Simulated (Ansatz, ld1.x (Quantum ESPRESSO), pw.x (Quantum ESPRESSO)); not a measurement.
# Which P potential is closest to all-electron in the bcc crystal?

All use PBE, scalar-relativistic, no spin, cutoffs from each file’s atomic test, pw.x 7.5; 15³ k-points, Fermi–Dirac smearing 0.01 Ry. Δ is the rms difference from all-electron LAPW of the E(V) curves that follow from fits to the pressures, over ±6 % in volume. Mesh and smearing are coarse and serve the comparison alone. The files are a selection: those with a ghost or negative overlap were mostly not run, and those with noisy or unconverged pressures or nearly equal Δ are left out.

All-electron: a0 = 3.052 Å (V0 = 14.22 Å³/atom), B0 = 95.6 GPa.

Task: Rank them by Δ, smallest first.
A. norm-conserving Troullier–Martins (Kleinman–Bylander form), ld1.x (Quantum ESPRESSO) 7.5, PBE; core [Ne], reference 3s2 3p2.75; waves: 3s (bound): rc 1.25 bohr; 3p (bound): rc 1.60 bohr; 3d channel at -0.1 Ry: rc 1.65 bohr; local part: all-electron potential smoothed inside 1.00 bohr (lloc = -1); core correction: a·sin(br)/r model core, default radius (core density twice the valence density).
B. norm-conserving RRKJ (Kleinman–Bylander form), ld1.x (Quantum ESPRESSO) 7.5, PBE; core [Ne], reference 3s2 3p3; waves: 3p (bound): rc 1.40 bohr; 3d channel at 0.35 Ry: rc 1.45 bohr; 3s (bound): rc 1.25 bohr; local part: the s channel; core correction: a·sin(br)/r model core, default radius (core density twice the valence density); rho0 0.02.
C. norm-conserving Troullier–Martins (Kleinman–Bylander form), ld1.x (Quantum ESPRESSO) 7.5, PBE; core [Ne], reference 3s2 3p3; waves: 3s (bound): rc 1.25 bohr; 3p (bound): rc 2.05 bohr; 3d channel at 0.4 Ry: rc 1.60 bohr; local part: the d channel; core correction: Bessel-smoothed model core, default radius (core density twice the valence density).
D. PAW, ld1.x (Quantum ESPRESSO) 7.5, PBE; core [Ne], reference 3s2 3p3; waves: 3s (bound): rcut 1.25, rcutus 1.60 bohr; 3s channel at 3.3 Ry: rcut 1.25, rcutus 1.60 bohr; 3p (bound): rcut 1.10, rcutus 1.40 bohr; 3p channel at -0.1 Ry: rcut 1.10, rcutus 1.40 bohr; local part: all-electron potential smoothed inside 1.45 bohr (lloc = -1); core correction: Bessel-smoothed model core inside 0.90 bohr; augmentation: PSQ, inside the norm-conserving radii.

Result: B (1.0 meV/atom), C (2.2 meV/atom), A (4.4 meV/atom), D (13.8 meV/atom).
